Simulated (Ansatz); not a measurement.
## Te: equation of state with r2SCAN

Crystal: Te.

```
Te
1.0
     4.45400    0.00000    0.00000
    -2.22700    3.85728    0.00000
     0.00000    0.00000    5.92400
Te
3
Direct
  0.73100 0.73100 0.00000
  0.00000 0.26900 0.66667
  0.26900 0.00000 0.33333
```

```yaml
Program: Ansatz 0.2.0
Task: equation of state
Functional: r2SCAN
Potentials_or_basis: Ansatz PAW
Cutoff: 500 eV
Density_cutoff: 2000 eV
k_mesh: 7 × 7 × 5
Occupations: fermi-dirac, width 0.05 eV
Spin: no spin polarisation
```

* Equilibrium volume: 34.54 Å³/atom
* Bulk modulus at fixed shape and positions: 48 GPa
* Pressure derivative of the bulk modulus: 4.6

Energy against volume, from the lowest point:
| volume (Å³/atom) | energy (meV/atom) |
| --- | --- |
| 31.890 | 35.34 |
| 32.568 | 18.79 |
| 33.247 | 7.75 |
| 33.925 | 1.66 |
| 34.604 | 0.00 |
| 35.282 | 2.30 |
| 35.961 | 8.15 |

All runs of the series together: 2.7 min on 2 threads of Intel(R) Xeon(R) Processor @ 2.50GHz (Skylake/Cascade Lake) (shared host).

Caveat: the cell was scaled at fixed shape and fractional positions, which overstates the stiffness of a crystal with free parameters, most of all of layers and chains; the PAW data sets were made with another functional, which shifts forces and pressure a little. Spin-orbit coupling is left out, which matters for the levels of Te.
